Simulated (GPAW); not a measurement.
A run of GPAW 26.7.0:

File run.py:

```python
from ase import Atoms
from ase.dft.bandgap import bandgap
from ase.io import write
from ase.units import GPa
from gpaw import GPAW, PW

atoms = Atoms(['Cr', 'Cr'],
              cell=[[2.714, 0.0, 0.0],
                    [-1.357, 2.3503929459, 0.0],
                    [0.0, 0.0, 4.41]],
              scaled_positions=[[0.6666666667, 0.3333333333, 0.75],
                                [0.3333333333, 0.6666666667, 0.25]],
              pbc=True)
atoms.set_initial_magnetic_moments([4.5, 4.5])

calc = GPAW(mode=PW(600),
            xc='PBE',
            kpts={'size': (11, 11, 6), 'gamma': True},
            occupations={'name': 'fermi-dirac', 'width': 0.05},
            nbands=17,
            convergence={'density': 1e-05, 'energy': 1e-05},
            maxiter=150,
            txt='gpaw.txt')
atoms.calc = calc
energy = atoms.get_potential_energy()
forces = atoms.get_forces()
stress = atoms.get_stress()
calc.write('gs.gpw')
write('result.traj', atoms)
print(f'Energy: {energy:.6f} eV')
print('Forces (eV/A):')
print(forces.round(4))
print('Stress (GPa):', (stress / GPa).round(3))
print('Moments:', calc.get_magnetic_moments().round(3))
print('Fermi level:', round(calc.get_fermi_level(), 4), 'eV')
print(f'Gap: {bandgap(calc)[0]:.4f} eV, direct: {bandgap(calc, direct=True)[0]:.4f} eV')
```

Potentials or basis: GPAW PAW data sets (gpaw-data 1.2.1), pw.

Command:

```sh
$ OMP_NUM_THREADS=1 python run.py
```

Hardware: 1 thread of Arm Neoverse V2 (shared host).

**Question.** Estimate the wall time of this run.

**Answer.** Wall time 59 s on 1 thread of Arm Neoverse V2 (shared host), peak memory 0.19 GiB. Counts: scf iterations 18, plane waves 966, bands 17, k points 84.
